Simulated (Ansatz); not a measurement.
# LiNbO3: the cost of one run

Program: Ansatz 0.2.0. Level of theory: DFT PBE, scalar-relativistic, plane waves, PAW. These are calculated values, not measurements.

72 further runs of the same task are left out: 72 set aside as unsound or not needed.

### 1 The starting structure

It takes space group R3c (No. 161, trigonal). The conventional cell has a = 5.150 Å, b = 5.150 Å, c = 13.874 Å, α = 90.00°, β = 90.00°, γ = 120.00°. Li (site symmetry 3) is surrounded by 6 O at 2.06 to 2.26 Å. Around Nb (site symmetry 3) lie 6 O at 1.88 to 2.13 Å. Around O (site symmetry 1) lie 2 Nb at 1.88 to 2.13 Å and 2 Li at 2.06 to 2.26 Å.

As a file:

```cif
data_structure
_symmetry_space_group_name_H-M 'P 1'
_symmetry_Int_Tables_number 1
_cell_length_a 5.4982
_cell_length_b 5.4982
_cell_length_c 5.4982
_cell_angle_alpha 55.858
_cell_angle_beta 55.858
_cell_angle_gamma 55.858
_cell_volume 106.25
loop_
_atom_site_label
_atom_site_type_symbol
_atom_site_fract_x
_atom_site_fract_y
_atom_site_fract_z
_atom_site_occupancy
Li1 Li 0.28030 0.28030 0.28030 1
Li2 Li 0.78030 0.78030 0.78030 1
Nb1 Nb 0.00006 0.00006 0.00006 1
Nb2 Nb 0.50006 0.50006 0.50006 1
O1 O 0.11165 0.35879 0.72087 1
O2 O 0.72087 0.11165 0.35879 1
O3 O 0.35879 0.72087 0.11165 1
O4 O 0.22087 0.85879 0.61165 1
O5 O 0.85879 0.61165 0.22087 1
O6 O 0.61165 0.22087 0.85879 1
```

The structure comes from the Crystallography Open Database.

### 6 Setting up the map

The energy is mapped over volume and the cell's shape.

First coordinate, volume per atom: 11 values from 10.027 to 11.770 Å³. Second coordinate, c/a of the conventional cell: 11 values from 2.493 to 2.926.

Nothing else is relaxed (fractional coordinates fixed). Energies count from the relaxed crystal. Points are written as (first, second).

(The set-up runs are not shown.)

### 7 Point (10.027 Å³, 2.926)

input.yaml reads:

```yaml
crystal:
  lattice:
    - [2.4573709731, 1.4187637929, 4.7933478202]
    - [-2.4573709731, 1.4187637929, 4.7933478202]
    - [0.0, -2.8375275857, 4.7933478202]
  atoms:
    - { symbol: Li, position: [0.2815913687, 0.2815913687, 0.2815913687] }
    - { symbol: Li, position: [0.7815913687, 0.7815913687, 0.7815913687] }
    - { symbol: Nb, position: [0.0004900497, 0.0004900497, 0.0004900497] }
    - { symbol: Nb, position: [0.5004900497, 0.5004900497, 0.5004900497] }
    - { symbol: O, position: [0.1104619503, 0.3580262714, 0.7211003599] }
    - { symbol: O, position: [0.7211003599, 0.1104619503, 0.3580262714] }
    - { symbol: O, position: [0.3580262714, 0.7211003599, 0.1104619503] }
    - { symbol: O, position: [0.2211003599, 0.8580262714, 0.6104619503] }
    - { symbol: O, position: [0.8580262714, 0.6104619503, 0.2211003599] }
    - { symbol: O, position: [0.6104619503, 0.2211003599, 0.8580262714] }
basis:
  ecutwfc: 520.0
kpoints:
  mp_grid: { grid: [6, 6, 6] }
hamiltonian:
  xc: pbe
  pseudopotentials: { kind: paw, azcp: { folder: soft_1 } }
scf:
  occupations: { method: gaussian, width: 0.05 }
output:
  forces: true
  stress: true
  eigenvalues: true
```

Started as:

```bash
$ ansatz run input.yaml --threads 4 --pin off --max-ram 8192MiB --backend cpu --events-out ev --progress --plain --runs-dir out
```

What time and memory should one allow on 4 threads of Arm Neoverse V1, shared host?

About 5.1 s, with a peak of 0.51 GiB.
